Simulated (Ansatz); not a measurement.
**Zinc, fcc under RPBE: from relaxation to bulk modulus, part 1 of 2**

Aim: take zinc in the fcc structure, relax it, solve it on a dense k-mesh, then scale the cell to 7 volumes from 88 to 112 % of the relaxed one and try a fit of the equation of state. Spin polarisation is left out. The k-meshes are 14×14×14 for the relaxation; 22×22×22 for the dense run; 15×15×15 for the volumes.

This is Zn in the fcc structure; at room conditions it is hcp.

Program: Ansatz 0.2.0. Level of theory: DFT RPBE, plane waves (420 eV) with PAW, scalar-relativistic; the PAW data stem from PBE, with regenerated cores. These are calculated values, not measurements.

## 1. The starting structure

Symmetry: Fm-3m, No. 225, cubic system. Conventional cell: a = 3.933 Å, b = 3.933 Å, c = 3.933 Å, α = 90.00°, β = 90.00°, γ = 90.00°. Around Zn (site symmetry m-3m) lie 12 Zn at 2.78 Å.

Coordinates:

```cif
data_structure
_symmetry_space_group_name_H-M 'Fm-3m'
_symmetry_Int_Tables_number 225
_cell_length_a 3.9331
_cell_length_b 3.9331
_cell_length_c 3.9331
_cell_angle_alpha 90.000
_cell_angle_beta 90.000
_cell_angle_gamma 90.000
_cell_volume 60.84
loop_
_atom_site_label
_atom_site_type_symbol
_atom_site_symmetry_multiplicity
_atom_site_Wyckoff_symbol
_atom_site_fract_x
_atom_site_fract_y
_atom_site_fract_z
_atom_site_occupancy
Zn1 Zn 4 a 0.00000 0.00000 0.00000 1
```

## 2. Geometry optimisation

Contents of input.yaml:

```yaml
crystal:
  lattice:
    - [0.0, 1.9665497572, 1.9665497572]
    - [1.9665497572, 0.0, 1.9665497572]
    - [1.9665497572, 1.9665497572, 0.0]
  atoms:
    - { symbol: Zn, position: [0.0, 0.0, 0.0] }
hamiltonian:
  xc: rpbe
  pseudopotentials:
    kind: paw
    azcp:
      Zn: "pseudopotentials/Zn.paw.azcp"
basis:
  ecutwfc: 420
  fft_grid_basis: typed
kpoints:
  mp_grid: { grid: [14, 14, 14], shift: [0, 0, 0] }
magnetization:
  spin_polarized: false
scf:
  occupations: { method: fermi_dirac, width: 0.1 }
relax:
  max_steps: 60
  f_tol: 0.01
  cell: {}
```

The program printed:

```text
Warning: RAYON_NUM_THREADS=2 ignored (pool sized by the plan → 2); use --threads N
Engine: ansatz 0.2.0, aarch64-unknown-linux-gnu
Pseudopotentials: kind: paw
Pseudopotential: Zn, paw, valence charge 12, recommended cutoff 420 eV (normal), <dir>
Functional definition: RPBE
  parameter kappa = 0.804
  parameter beta = 0.06672455060314922
  exchange = rpbe_x(kappa = kappa, mu = beta*pi^2/3)
  correlation = pbe_c(beta = beta)
Crystal: 1 atoms, lattice volume = 15.211 Å³
Basis set: ecut = 420 eV, 307 PW (Γ), exchange–correlation on 40×40×40 points (8 copies of the dense FFT grid, shifted against one another)
Bands: 10, of which v1, the nominal top of the filled ones, is band 6 counted from 1 (5 counted from 0)
Symmetry: 48 space group operations
Space group: Fm-3m (ITA 225), of the structure as read, at distance tolerance 2.5e-5 Å
k-points: 104 of 2744
Non-local potential: Zn, projectors of the file, l = 0: 2, l = 1: 2, l = 2: 3, l = 3: 1
PAW form: soft (Blöchl's): semilocal exchange-correlation on the pseudo side does not see the compensation charge
PAW frozen core: Zn, regenerated for the run's functional, and the local potential with it (the file was generated under x = pbe(κ = 0.804, μ = 0.2195149727645171), c = pbe(β = 0.06672455060314922))
PAW one-centre angular grid: Zn, 590 points (default); XC on 64 Gauss nodes
Initial density: superposition of atomic densities (neutral atoms: chi_scale 0, normalization atom), corrected by the library's trained network
Initial wavefunctions: pseudopotential atomic-orbital guess
Functional: x = rpbe, c = pbe(β = 0.06672455060314922)
SCF iter   1: F=—  HF=-3324.426092 eV  |F-HF|=—  |Δ(HF+E_count)|=         —  Δρ=7.33e-3  dr2=4.09e-3  ethr=1.77e-3  ⟨swp⟩=4.8  Hψ=6599  notcnv=0
preconditioner: auto → none  [insulator: Δε(μ)=0.307 eV  Ē_g=17.093 eV  σ=0.100 eV  W_gap=0.60  n_scr=0 (ndim 8)  ℏωp=33.0 eV  f_vac=0.000  D(μ)=0.20/eV (n_scr^D=0)  ε∞_Penn≈4.7]
SCF iter   2: F=—  HF=-3324.425832 eV  |F-HF|=—  |Δ(HF+E_count)|=   2.61e-4  Δρ=5.15e-3  dr2=2.38e-3  ethr=3.41e-5  ⟨swp⟩=2.0  Hψ=2829  notcnv=0
SCF iter   3: F=—  HF=-3324.424587 eV  |F-HF|=—  |Δ(HF+E_count)|=   1.25e-3  Δρ=6.01e-4  dr2=4.39e-5  ethr=1.98e-5  ⟨swp⟩=2.0  Hψ=1569  notcnv=0
SCF iter   4: F=—  HF=-3324.424612 eV  |F-HF|=—  |Δ(HF+E_count)|=   2.48e-5  Δρ=6.06e-4  dr2=2.88e-5  ethr=3.66e-7  ⟨swp⟩=2.0  Hψ=1665  notcnv=0
SCF iter   5: F=—  HF=-3324.424605 eV  |F-HF|=—  |Δ(HF+E_count)|=   6.74e-6  Δρ=3.41e-4  dr2=9.59e-6  ethr=2.40e-7  ⟨swp⟩=1.4  Hψ=1222  notcnv=0
SCF iter   6: F=—  HF=-3324.424601 eV  |F-HF|=—  |Δ(HF+E_count)|=   3.27e-6  Δρ=7.74e-5  dr2=5.03e-7  ethr=7.99e-8  ⟨swp⟩=2.7  Hψ=1695  notcnv=0
SCF iter   7: F=-3324.424601 eV  HF=-3324.424601 eV  |F-HF|=1.85e-9  |Δ(HF+E_count)|=   1.70e-7  Δρ=4.63e-6  dr2=1.76e-9  ethr=8.33e-10  ⟨swp⟩=4.2  Hψ=3361  notcnv=0
SCF 1 converged in 7 iterations: F = -3324.424601 eV  dr2 = 1.76e-9
relax step   1: F+E_penalty+E_count = -3324.42460132 eV  Δ(F+E_penalty+E_count) = +0.000e0 eV  max|allowed force component| = 0.000e0 eV/Å  Δτ_max = 0.0000 Å  P = +2.948 GPa  Ω = 15.211 Å³  (7 SCF iters, dr2 threshold 1.00e-7 eV, accepted)
Crystal: 1 atoms, lattice volume = 15.672 Å³
Basis set: ecut = 420 eV, 331 PW (Γ), exchange–correlation on 40×40×40 points (8 copies of the dense FFT grid, shifted against one another)
Initial density: handed on by an earlier stage of this run
Initial wavefunctions: those handed on with the density
iter 1 solved again at ethr=7.69e-6 eV; its pass at ethr=3.10e-3 eV (dr2=9.22e-4 eV) is discarded
SCF iter   1: F=—  HF=-3324.429867 eV  |F-HF|=—  |Δ(HF+E_count)|=         —  Δρ=2.95e-3  dr2=9.25e-4  ethr=7.69e-6  ⟨swp⟩=1.9  Hψ=9676  notcnv=0
preconditioner: auto → none  [insulator: Δε(μ)=0.297 eV  Ē_g=16.800 eV  σ=0.100 eV  W_gap=0.56  n_scr=0 (ndim 8)  ℏωp=32.5 eV  f_vac=0.000  D(μ)=0.19/eV (n_scr^D=0)  ε∞_Penn≈4.7]
SCF iter   2: F=—  HF=-3324.429668 eV  |F-HF|=—  |Δ(HF+E_count)|=   1.99e-4  Δρ=1.22e-3  dr2=9.68e-5  ethr=7.69e-6  ⟨swp⟩=2.0  Hψ=1614  notcnv=0
SCF iter   3: F=—  HF=-3324.429571 eV  |F-HF|=—  |Δ(HF+E_count)|=   9.66e-5  Δρ=3.54e-4  dr2=1.78e-5  ethr=8.06e-7  ⟨swp⟩=2.0  Hψ=1646  notcnv=0
SCF iter   4: F=—  HF=-3324.429567 eV  |F-HF|=—  |Δ(HF+E_count)|=   3.62e-6  Δρ=4.57e-5  dr2=2.12e-7  ethr=1.48e-7  ⟨swp⟩=2.0  Hψ=1572  notcnv=0
SCF iter   5: F=-3324.429568 eV  HF=-3324.429568 eV  |F-HF|=9.30e-10  |Δ(HF+E_count)|=   1.08e-7  Δρ=3.41e-6  dr2=1.06e-9  ethr=8.33e-10  ⟨swp⟩=4.2  Hψ=3365  notcnv=0
SCF 2 converged in 5 iterations: F = -3324.429568 eV  dr2 = 1.06e-9
relax step   2: F+E_penalty+E_count = -3324.42956757 eV  Δ(F+E_penalty+E_count) = -4.966e-3 eV  max|allowed force component| = 0.000e0 eV/Å  Δτ_max = 0.0000 Å  P = +0.859 GPa  Ω = 15.672 Å³  energy of the carried Pulay correction = -4.279e-4 eV  (5 SCF iters, dr2 threshold 1.00e-7 eV, accepted)
Crystal: 1 atoms, lattice volume = 15.870 Å³
iter 1 solved again at ethr=1.86e-6 eV; its pass at ethr=3.10e-3 eV (dr2=2.23e-4 eV) is discarded
SCF iter   1: F=—  HF=-3324.430005 eV  |F-HF|=—  |Δ(HF+E_count)|=         —  Δρ=1.18e-3  dr2=1.50e-4  ethr=1.86e-6  ⟨swp⟩=2.0  Hψ=9438  notcnv=0
preconditioner: auto → none  [insulator: Δε(μ)=0.286 eV  Ē_g=16.668 eV  σ=0.100 eV  W_gap=0.54  n_scr=0 (ndim 8)  ℏωp=32.3 eV  f_vac=0.000  D(μ)=0.19/eV (n_scr^D=0)  ε∞_Penn≈4.8]
SCF iter   2: F=—  HF=-3324.429973 eV  |F-HF|=—  |Δ(HF+E_count)|=   3.28e-5  Δρ=4.79e-4  dr2=1.51e-5  ethr=1.25e-6  ⟨swp⟩=2.0  Hψ=1594  notcnv=0
SCF iter   3: F=—  HF=-3324.429961 eV  |F-HF|=—  |Δ(HF+E_count)|=   1.16e-5  Δρ=1.43e-4  dr2=2.95e-6  ethr=1.26e-7  ⟨swp⟩=2.0  Hψ=1646  notcnv=0
SCF iter   4: F=-3324.429960 eV  HF=-3324.429960 eV  |F-HF|=6.15e-9  |Δ(HF+E_count)|=   9.58e-7  Δρ=1.99e-5  dr2=4.09e-8  ethr=8.33e-10  ⟨swp⟩=3.7  Hψ=4358  notcnv=0
SCF 3 converged in 4 iterations: F = -3324.429960 eV  dr2 = 4.09e-8
relax step   3: F+E_penalty+E_count = -3324.42996009 eV  Δ(F+E_penalty+E_count) = -3.925e-4 eV  max|allowed force component| = 0.000e0 eV/Å  Δτ_max = 0.0000 Å  P = +0.073 GPa  Ω = 15.870 Å³  energy of the carried Pulay correction = -6.051e-4 eV  (4 SCF iters, dr2 threshold 1.00e-7 eV, accepted)
Crystal: 1 atoms, lattice volume = 15.889 Å³
iter 1 solved again at ethr=1.79e-8 eV; its pass at ethr=3.10e-3 eV (dr2=2.15e-6 eV) is discarded
SCF iter   1: F=—  HF=-3324.429945 eV  |F-HF|=—  |Δ(HF+E_count)|=         —  Δρ=1.12e-4  dr2=1.57e-6  ethr=1.79e-8  ⟨swp⟩=2.0  Hψ=9228  notcnv=0
preconditioner: auto → none  [insulator: Δε(μ)=0.285 eV  Ē_g=16.644 eV  σ=0.100 eV  W_gap=0.54  n_scr=0 (ndim 8)  ℏωp=32.3 eV  f_vac=0.000  D(μ)=0.19/eV (n_scr^D=0)  ε∞_Penn≈4.8]
SCF iter   2: F=—  HF=-3324.429948 eV  |F-HF|=—  |Δ(HF+E_count)|=   2.53e-6  Δρ=5.13e-5  dr2=1.53e-7  ethr=1.31e-8  ⟨swp⟩=2.0  Hψ=1583  notcnv=0
SCF iter   3: F=—  HF=-3324.429948 eV  |F-HF|=—  |Δ(HF+E_count)|=   1.28e-7  Δρ=1.75e-5  dr2=4.51e-8  ethr=1.28e-9  ⟨swp⟩=2.0  Hψ=1647  notcnv=0
SCF iter   4: F=-3324.429948 eV  HF=-3324.429948 eV  |F-HF|=1.12e-9  |Δ(HF+E_count)|=   4.66e-9  Δρ=4.57e-6  dr2=1.61e-9  ethr=1.12e-10  ⟨swp⟩=4.0  Hψ=3317  notcnv=0
SCF 4 converged in 4 iterations: F = -3324.429948 eV  dr2 = 1.61e-9
relax step   4: F+E_penalty+E_count = -3324.42994787 eV  Δ(F+E_penalty+E_count) = +1.223e-5 eV  max|allowed force component| = 0.000e0 eV/Å  Δτ_max = 0.0000 Å  P = +0.002 GPa  Ω = 15.889 Å³  energy of the carried Pulay correction = -6.217e-4 eV  (4 SCF iters, dr2 threshold 1.35e-8 eV, accepted)
Initial wavefunctions: pseudopotential atomic-orbital guess (no wavefunctions were taken with the density)
iter 1 solved again at ethr=1.44e-6 eV; its pass at ethr=3.10e-3 eV (dr2=1.73e-4 eV) is discarded
SCF iter   1: F=—  HF=-3324.430542 eV  |F-HF|=—  |Δ(HF+E_count)|=         —  Δρ=3.19e-4  dr2=6.65e-7  ethr=1.44e-6  ⟨swp⟩=2.1  Hψ=9044  notcnv=0
eigensolver tolerance schedule: the retry pair's looser diagonalisation over-reported the residual by 258.50 of it (diagonalisation noise at 0.14 of the residual, at the tolerance the schedule requests for it); recorded, not acted on — ethr = c·dr2/N_el stays at c = 1.0e-1
preconditioner: auto → none  [insulator: Δε(μ)=0.285 eV  Ē_g=16.642 eV  σ=0.100 eV  W_gap=0.54  n_scr=0 (ndim 8)  ℏωp=32.3 eV  f_vac=0.000  D(μ)=0.19/eV (n_scr^D=0)  ε∞_Penn≈4.8]
SCF iter   2: F=—  HF=-3324.430603 eV  |F-HF|=—  |Δ(HF+E_count)|=   6.06e-5  Δρ=2.06e-4  dr2=1.52e-6  ethr=5.54e-9  ⟨swp⟩=2.0  Hψ=1670  notcnv=0
SCF iter   3: F=—  HF=-3324.430619 eV  |F-HF|=—  |Δ(HF+E_count)|=   1.59e-5  Δρ=7.16e-5  dr2=1.29e-7  ethr=5.54e-9  ⟨swp⟩=2.0  Hψ=1665  notcnv=0
SCF iter   4: F=—  HF=-3324.430622 eV  |F-HF|=—  |Δ(HF+E_count)|=   2.98e-6  Δρ=1.03e-5  dr2=1.80e-9  ethr=1.08e-9  ⟨swp⟩=2.0  Hψ=1659  notcnv=0
SCF iter   5: F=-3324.430622 eV  HF=-3324.430622 eV  |F-HF|=1.27e-11  |Δ(HF+E_count)|=   6.58e-8  Δρ=2.12e-7  dr2=3.70e-12  ethr=1.00e-12  ⟨swp⟩=4.2  Hψ=4785  notcnv=0
SCF 5 converged in 5 iterations: F = -3324.430622 eV  dr2 = 3.70e-12
relax step   5: F+E_penalty+E_count = -3324.43062165 eV  Δ(F+E_penalty+E_count) = -6.738e-4 eV  max|allowed force component| = 0.000e0 eV/Å  Δτ_max = 0.0000 Å  P = +0.016 GPa  Ω = 15.889 Å³  stress off target by 1.61e-2 GPa  SCF on the basis re-selected at this cell (its energy is not comparable with the rows above)  (5 SCF iters)
basis re-selected at this cell: Δ(F+E_penalty+E_count) = -6.738e-4 eV, ΔP = +0.014 GPa vs the last step (what re-selecting the basis moved, of the pressure what is left beyond the Pulay correction that the steps carried, after the strain that the cell walked since its last selection, with what the two solves' SCF thresholds leave and, on support functions, any second-order correction that the steps lacked; it is no measure of the basis error at this ecutwfc). This SCF's stress stands 1.61e-2 GPa from its target on what of the cell is left free (relax.cell.stress_tol is 5.00e-2 GPa) and its largest allowed force component is 0.00e0 eV/Å (relax.f_tol is 1.00e-2 eV/Å): within both
SCF converged after 5 iterations
Free energy (F): -3324.430622 eV
Harris-Foulkes:  -3324.430622 eV  (|F-HF|=1.27e-11)
Internal energy: -3324.423552 eV  (E = F + TS)
E sigma→0 (E₀):  -3324.427087 eV
Entropy (-TS):   -0.007070 eV (-7.070 meV/atom)
Fermi energy:    10.470728 eV
--- Per-component energies (eV) ---
  E_band       = 44.698935
  E_kinetic    = 130.270508
  E_local      = -1559.836816  (includes V_loc(G=0)·N_el)
  E_nonlocal   = 611.034688
  E_hartree    = 653.530283
  E_xc         = -137.628789
  E_vxc        = -51.524196  (∫ρ·V_xc dr)
  E_paw        = -1830.593929  (= ΣΔE_a)
  E_vpaw       = -392.305547  (= ΣTr[D̂ρ^β])
  E_aug_tail   = -0.000310  (compensation charges beyond the density's cutoff)
  E_ewald      = -1191.125190
  E_core_change = -0.073995  (= ΣΔE_core)
  E_smearing   = -0.007070  (= −TS)
  E_closure    = -0.000000  (closes the sum)
  Σ components = -3324.430622   (vs F -3324.430622, Δ=0.00e0)
--- Forces (eV/Å), atoms counted from 1 ---
  atom   1  Zn     0.00000000     0.00000000    -0.00000000
  max |Σ_I F_I| component: 3.08e-32 eV/Å
--- Stress (GPa, compression-positive) ---
        0.016062       0.000000       0.000000
        0.000000       0.016062       0.000000
        0.000000      -0.000000       0.016062
  P = ⅓ Tr σ = 0.0161 GPa (0.161 kbar)
--- Relaxed structure (4 steps of the walk, 4 accepted, 1 SCFs on fresh bases) ---
  F+E_penalty+E_count = -3324.43062165 eV   max|allowed force component| = 0.000e0 eV/Å   (the final SCF, on the basis selected at the relaxed cell)
  cell:  # Å, volume = 15.8891 Å³
    - [-2.9999002843672786e-33, 1.9953687522900585, 1.9953687522900585]
    - [1.9953687522900585, -3.0253771445317566e-33, 1.9953687522900585]
    - [1.9953687522900585, 1.9953687522900585, -3.210084380724222e-33]
  atoms:
    - { symbol: Zn, position: [0.0, 0.0, 0.0] }
```

Run time: 3 s. Hardware: 2 threads of an Arm CPU, shared host; peak memory 0.28 GiB.

Step by step:

```csv
step,energy change (meV/atom),largest force (eV/Å),pressure (GPa),volume (Å³/atom)
1,0.00,0.0000,2.95,15.211
2,-4.97,0.0000,0.86,15.672
3,-5.36,0.0000,0.07,15.870
4,-5.35,0.0000,0.00,15.889
5,-6.02,0.0000,0.02,15.889
```

Steps that repeat a cell are solved on a basis chosen anew, so their changes of energy are no gain of the relaxation.

The cell of the run, before and after:

|  | before | after | change |
| --- | --- | --- | --- |
| a (Å) | 2.781 | 2.822 | +1.5 % |
| b (Å) | 2.781 | 2.822 | +1.5 % |
| c (Å) | 2.781 | 2.822 | +1.5 % |
| volume (Å³/atom) | 15.211 | 15.889 | +4.5 % |
| shortest distance (Å) | 2.781 | 2.822 | +1.5 % |
| space group (spins left aside) | Fm-3m | Fm-3m | same |

## 3. Dense single point

Contents of input.yaml:

```yaml
crystal:
  lattice:
    - [0.0, 1.9953687523, 1.9953687523]
    - [1.9953687523, 0.0, 1.9953687523]
    - [1.9953687523, 1.9953687523, 0.0]
  atoms:
    - { symbol: Zn, position: [0.0, 0.0, 0.0] }
hamiltonian:
  xc: rpbe
  pseudopotentials:
    kind: paw
    azcp:
      Zn: "pseudopotentials/Zn.paw.azcp"
basis:
  ecutwfc: 420
  fft_grid_basis: typed
kpoints:
  mp_grid: { grid: [22, 22, 22], shift: [0, 0, 0] }
magnetization:
  spin_polarized: false
scf:
  occupations: { method: fermi_dirac, width: 0.1 }
```

The program printed, shortened:

```text
Warning: RAYON_NUM_THREADS=2 ignored (pool sized by the plan → 2); use --threads N
[...]
[... 3 set-up lines as earlier in the session ...]
[...]
Crystal: 1 atoms, lattice volume = 15.889 Å³
Basis set: ecut = 420 eV, 331 PW (Γ)
Bands: 10, of which v1, the nominal top of the filled ones, is band 6 counted from 1 (5 counted from 0)
[... 2 set-up lines as earlier in the session ...]
k-points: 328 of 10648
[...]
SCF iter   1: F=—  HF=-3324.424852 eV  |F-HF|=—  |Δ(HF+E_count)|=         —  Δρ=7.33e-3  dr2=4.22e-3  ethr=1.77e-3  ⟨swp⟩=4.8  Hψ=20937  notcnv=0
[...]
SCF iter   7: F=-3324.423367 eV  HF=-3324.423367 eV  |F-HF|=2.05e-9  |Δ(HF+E_count)|=   1.71e-7  Δρ=4.67e-6  dr2=1.92e-9  ethr=8.33e-10  ⟨swp⟩=3.0  Hψ=8182  notcnv=0
[...]
SCF converged after 7 iterations
Free energy (F): -3324.423367 eV
[...]
E sigma→0 (E₀):  -3324.417575 eV
Entropy (-TS):   -0.011585 eV (-11.585 meV/atom)
Fermi energy:    10.487498 eV
[...]
```

Wall time 1.7 s (2 threads of an Arm CPU, shared host); peak memory 0.31 GiB.

## 4. The cell scaled to 88 % of its volume

Contents of input.yaml:

```yaml
crystal:
  lattice:
    - [0.0, 1.9121298924, 1.9121298924]
    - [1.9121298924, 0.0, 1.9121298924]
    - [1.9121298924, 1.9121298924, 0.0]
  atoms:
    - { symbol: Zn, position: [0.0, 0.0, 0.0] }
hamiltonian:
  xc: rpbe
  pseudopotentials:
    kind: paw
    azcp:
      Zn: "pseudopotentials/Zn.paw.azcp"
basis:
  ecutwfc: 420
  fft_grid_basis: typed
kpoints:
  mp_grid: { grid: [15, 15, 15], shift: [0, 0, 0] }
magnetization:
  spin_polarized: false
scf:
  occupations: { method: fermi_dirac, width: 0.1 }
  lower_state_search: "off"
output:
  stress: true
```

The program printed, shortened:

```text
Warning: RAYON_NUM_THREADS=2 ignored (pool sized by the plan → 2); use --threads N
[...]
[... 3 set-up lines as earlier in the session ...]
[...]
Crystal: 1 atoms, lattice volume = 13.982 Å³
Basis set: ecut = 420 eV, 283 PW (Γ)
Bands: 10, of which v1, the nominal top of the filled ones, is band 6 counted from 1 (5 counted from 0)
[... 1 set-up line as earlier in the session ...]
Space group: Fm-3m (ITA 225), of the structure as read, at distance tolerance 2.4e-5 Å
k-points: 120 of 3375
[...]
SCF iter   1: F=—  HF=-3324.370647 eV  |F-HF|=—  |Δ(HF+E_count)|=         —  Δρ=6.28e-3  dr2=2.46e-3  ethr=1.77e-3  ⟨swp⟩=4.9  Hψ=7713  notcnv=0
[...]
SCF iter   6: F=-3324.369724 eV  HF=-3324.369724 eV  |F-HF|=1.06e-9  |Δ(HF+E_count)|=   7.52e-7  Δρ=1.42e-6  dr2=1.19e-10  ethr=8.33e-10  ⟨swp⟩=3.8  Hψ=5224  notcnv=0
[...]
SCF converged after 6 iterations
Free energy (F): -3324.369724 eV
[...]
E sigma→0 (E₀):  -3324.364987 eV
Entropy (-TS):   -0.009474 eV (-9.474 meV/atom)
Fermi energy:    12.486503 eV
[...]
--- Stress (GPa, compression-positive) ---
       10.371991       0.000000       0.000000
       -0.000000      10.371991       0.000000
        0.000000       0.000000      10.371991
  P = ⅓ Tr σ = 10.3720 GPa (103.720 kbar)
```

Run time: 0.8 s. Hardware: 2 threads of an Arm CPU, shared host; peak memory 0.27 GiB.

## 5. The cell scaled to 92 % of its volume

input.yaml: that of step 4 with these lines changed.

```diff
@@ -2,5 +2,5 @@
   lattice:
-    - [0.0, 1.9121298924, 1.9121298924]
-    - [1.9121298924, 0.0, 1.9121298924]
-    - [1.9121298924, 1.9121298924, 0.0]
+    - [0.0, 1.9406733527, 1.9406733527]
+    - [1.9406733527, 0.0, 1.9406733527]
+    - [1.9406733527, 1.9406733527, 0.0]
   atoms:
```

The program printed, shortened:

```text
Warning: RAYON_NUM_THREADS=2 ignored (pool sized by the plan → 2); use --threads N
[...]
[... 3 set-up lines as earlier in the session ...]
[...]
Crystal: 1 atoms, lattice volume = 14.618 Å³
Basis set: ecut = 420 eV, 283 PW (Γ)
Bands: 10, of which v1, the nominal top of the filled ones, is band 6 counted from 1 (5 counted from 0)
[... 2 set-up lines as earlier in the session ...]
k-points: 120 of 3375
[...]
SCF iter   1: F=—  HF=-3324.403010 eV  |F-HF|=—  |Δ(HF+E_count)|=         —  Δρ=6.88e-3  dr2=3.25e-3  ethr=1.77e-3  ⟨swp⟩=4.9  Hψ=7635  notcnv=0
[...]
SCF iter   7: F=-3324.401766 eV  HF=-3324.401766 eV  |F-HF|=8.14e-11  |Δ(HF+E_count)|=   5.01e-8  Δρ=2.08e-6  dr2=3.18e-10  ethr=8.33e-10  ⟨swp⟩=4.2  Hψ=3898  notcnv=0
[...]
SCF converged after 7 iterations
Free energy (F): -3324.401766 eV
[...]
E sigma→0 (E₀):  -3324.396851 eV
Entropy (-TS):   -0.009829 eV (-9.829 meV/atom)
Fermi energy:    11.750043 eV
[...]
--- Stress (GPa, compression-positive) ---
        5.973856      -0.000000       0.000000
       -0.000000       5.973856      -0.000000
        0.000000       0.000000       5.973856
  P = ⅓ Tr σ = 5.9739 GPa (59.739 kbar)
```

Wall time 0.8 s (2 threads of an Arm CPU, shared host); peak memory 0.27 GiB.

## 6. The cell scaled to 96 % of its volume

input.yaml: that of step 5 with these lines changed.

```diff
@@ -2,5 +2,5 @@
   lattice:
-    - [0.0, 1.9406733527, 1.9406733527]
-    - [1.9406733527, 0.0, 1.9406733527]
-    - [1.9406733527, 1.9406733527, 0.0]
+    - [0.0, 1.9684010039, 1.9684010039]
+    - [1.9684010039, 0.0, 1.9684010039]
+    - [1.9684010039, 1.9684010039, 0.0]
   atoms:
```

The program printed, shortened:

```text
Warning: RAYON_NUM_THREADS=2 ignored (pool sized by the plan → 2); use --threads N
[...]
[... 3 set-up lines as earlier in the session ...]
[...]
Crystal: 1 atoms, lattice volume = 15.254 Å³
Basis set: ecut = 420 eV, 307 PW (Γ)
Bands: 10, of which v1, the nominal top of the filled ones, is band 6 counted from 1 (5 counted from 0)
[... 2 set-up lines as earlier in the session ...]
k-points: 120 of 3375
[...]
SCF iter   1: F=—  HF=-3324.419855 eV  |F-HF|=—  |Δ(HF+E_count)|=         —  Δρ=7.20e-3  dr2=3.85e-3  ethr=1.77e-3  ⟨swp⟩=4.7  Hψ=7600  notcnv=0
[...]
SCF iter   7: F=-3324.418424 eV  HF=-3324.418424 eV  |F-HF|=1.53e-9  |Δ(HF+E_count)|=   1.41e-7  Δρ=4.73e-6  dr2=1.80e-9  ethr=8.33e-10  ⟨swp⟩=4.2  Hψ=3884  notcnv=0
[...]
SCF converged after 7 iterations
Free energy (F): -3324.418424 eV
[...]
E sigma→0 (E₀):  -3324.413298 eV
Entropy (-TS):   -0.010252 eV (-10.252 meV/atom)
Fermi energy:    11.079001 eV
[...]
--- Stress (GPa, compression-positive) ---
        2.563801      -0.000000       0.000000
        0.000000       2.563801      -0.000000
        0.000000       0.000000       2.563801
  P = ⅓ Tr σ = 2.5638 GPa (25.638 kbar)
```

Wall time 0.8 s (2 threads of an Arm CPU, shared host); peak memory 0.27 GiB.

(Continued in part 2 of 2.)
